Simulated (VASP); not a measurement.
Crystal: CdO.

```xyz
2
Lattice="0.0000 2.3524 2.3524 2.3524 0.0000 2.3524 2.3524 2.3524 0.0000" Properties=species:S:1:pos:R:3 pbc="T T T"
Cd    0.0000    0.0000    0.0000
O     2.3524    2.3524    2.3524
```

Base run:

- Program: VASP 6.6.1
- Functional: HSE06
- Potentials or basis: VASP PAW PBE potentials, release 64 (Cd, O)
- Cutoff: 520 eV
- k mesh: 6 × 6 × 6
- Occupations: gaussian, width 0.03 eV
- Spin: no spin polarisation

Its results: pressure 1.7 GPa.

The run is repeated on the same cell with these changes: functional from HSE06 to PBEsol. What comes out?

Pressure 0.2 GPa.

Caveats: some runs use coarse meshes; the PAW data sets were made with another functional, which shifts forces and pressure a little.
